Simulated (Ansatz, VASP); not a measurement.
One calculation of SrO, two programs

INCAR

```
SYSTEM = SrO
PREC = Accurate ; ENCUT = 600
EDIFF = 1E-7 ; ISMEAR = 0
SIGMA = 0.02 ; LREAL = .FALSE.
LASPH = .TRUE. ; NELM = 60
ALGO = Normal ; ISIF = 3
LWAVE = .FALSE. ; LCHARG = .FALSE.
GGA = PE ; IBRION = 2
NSW = 100 ; EDIFFG = -0.005
```

The input KPOINTS:

```
Automatic mesh
0
G
  8 8 8
  0 0 0
```

The input POSCAR:

```
SrO
1.0
    0.0000000000      2.5663000000      2.5663000000
    2.5663000000      0.0000000000      2.5663000000
    2.5663000000      2.5663000000      0.0000000000
Sr O
1 1
Direct
    0.5000000000      0.5000000000      0.5000000000
    0.0000000000      0.0000000000      0.0000000000
```

Input for Ansatz:

```yaml
crystal:
  lattice:
    - [0.0, 2.5663, 2.5663]
    - [2.5663, 0.0, 2.5663]
    - [2.5663, 2.5663, 0.0]
  atoms:
    - { symbol: Sr, position: [0.5, 0.5, 0.5] }
    - { symbol: O, position: [0.0, 0.0, 0.0] }
basis:
  ecutwfc: 420
kpoints:
  mp_grid: { grid: [8, 8, 8] }
hamiltonian:
  xc: pbe
scf:
  occupations: { method: gaussian, width: 0.02 }
output:
  forces: true
  stress: true
  eigenvalues: true
  write_density: true
  write_potential: true
  elf: true
  volumetric_format: npy
relax:
  adjacent_minimum: "off"
  f_tol: 0.005
  max_steps: 80
  cell: { stress_tol: 0.05 }
```

Alike in both runs: task relaxation of cell and atoms; functional PBE; k mesh 8 × 8 × 8; occupations gaussian, width 0.02 eV; no spin polarisation.

```csv
,VASP,Ansatz
version,VASP 6.6.1,Ansatz 0.2.0
potentials or method,"VASP PAW PBE potentials, release 64 (Sr_sv, O)","scalar-relativistic, plane waves, PAW"
plane-wave cutoff (eV),600,420
valence electrons in the cell,16,16
```

```csv
,VASP,Ansatz,Ansatz less VASP
"gap on the k mesh at the Fermi level, each at its own relaxed structure (eV)",3.28,3.33,+0.043
relaxed volume (Å³/atom),17.62,17.52,-0.093
relaxed cell length with the largest relative difference (Å),3.680,3.673,-0.0065
energy change over the relaxation (meV/atom),-8,-6,+2.0
```

A k mesh can miss the band edges. Zero-point motion and thermal expansion aren't in these numbers. PBE usually gives volumes a little too large and moduli too small.
